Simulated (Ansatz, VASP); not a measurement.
## One calculation of Si, two programs

INCAR

```
SYSTEM = Si
PREC = Accurate
ENCUT = 520
EDIFF = 1E-7
ISMEAR = -1
SIGMA = 0.02
LREAL = .FALSE.
LASPH = .TRUE.
NELM = 100
ALGO = Normal
ISIF = 2
LWAVE = .FALSE.
LCHARG = .FALSE.
GGA = PE
NBANDS = 11
```

Contents of KPOINTS:

```
regular mesh
0
G
  4 4 4
  0 0 0
```

File POSCAR:

```
Si
1.0
    0.0000000000      2.7218511865      2.7218511865
    2.7218511865      0.0000000000      2.7218511865
    2.7218511865      2.7218511865      0.0000000000
Si
2
Direct
    0.5000000000      0.5000000000      0.5000000000
    0.7500000000      0.7500000000      0.7500000000
```

File input.yaml:

```yaml
crystal:
  lattice:
    - [0.0, 2.7218511865, 2.7218511865]
    - [2.7218511865, 0.0, 2.7218511865]
    - [2.7218511865, 2.7218511865, 0.0]
  atoms:
    - { symbol: Si, position: [0.5, 0.5, 0.5] }
    - { symbol: Si, position: [0.75, 0.75, 0.75] }
kpoints:
  mp_grid: { grid: [4, 4, 4] }
scf:
  occupations: { method: fermi_dirac, width: 0.02 }
hamiltonian:
  xc: pbe
  pseudopotentials: { kind: all_electron, lapw: { basis_error: 0.002 } }
output:
  forces: true
  stress: true
  eigenvalues: true
```

Alike in both runs: task single point; functional PBE; k mesh 4 × 4 × 4; occupations fermi-dirac, width 0.02 eV; no spin polarisation.

```csv
,VASP,Ansatz
version,VASP 6.6.1,Ansatz 0.2.0
potentials or method,"VASP PAW PBE potentials, release 64 (Si)","all-electron LAPW, scalar-relativistic"
plane-wave cutoff (eV),520,see its input
```

```tsv
	VASP	Ansatz	Ansatz less VASP
gap on the k mesh at the Fermi level (eV)	0.71	0.71	+0.001
least direct gap on the mesh (eV)	2.54	2.54	-0.004
pressure (GPa)	1.9	1.9	+0.06
```

Ansatz ran all-electron here, so the differences hold the error of VASP's frozen core and of both bases.

Caveats: the k mesh is coarse (spacing up to 0.50 Å⁻¹), so the values aren't converged. A k mesh can miss the band edges. As with any semilocal functional, this PBE gap is likely too small.
